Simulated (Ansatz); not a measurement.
**Ionic part of the dielectric constant of Li₂Se at -1 GPa, mode by mode**

Method: DFT PBEsol, scalar-relativistic, plane waves, PAW in Ansatz 0.2.0. Cutoff 420 eV, 8×8×8 k-points (Γ-centred), fixed occupations. No spin polarisation. Phonons by linear response, acoustic sum rule imposed.

Symmetry: Fm-3m, No. 225, cubic system. The conventional cell has a = 6.005 Å, b = 6.005 Å, c = 6.005 Å, α = 90.00°, β = 90.00°, γ = 90.00°. Li (site symmetry -43m) is surrounded by 4 Se at 2.60 Å. Se (site symmetry m-3m) is surrounded by 8 Li at 2.60 Å.

The primitive cell has V = 54.13 Å³ and ε∞,xx = 4.399. Each polar mode adds Δε = (4.92064×10⁷/V)·S/ν² along x, with S its oscillator strength in e²/amu, ν in cm⁻¹ and V in Å³.

Q: From these modes, find each Δε and ε0,xx.
| ν (cm⁻¹) | S_xx (e²/amu) |
| --- | --- |
| 270.9 | 0.3093 |

A:
```tsv
ν (cm⁻¹)	Δε
270.9	3.83
```

The sum is 3.832, so ε0,xx = 8.23; the run's tensor has 8.23.

Q: Where do the longitudinal modes lie for a wave vector along x?

A: At 371 cm⁻¹. The Lyddane–Sachs–Teller product Π(ν_LO/ν_TO)² = 1.87 matches ε0/ε∞ = 1.87.

Cost: 1 run of about 1.8 core-minutes, on Arm Neoverse N1 (shared hosts).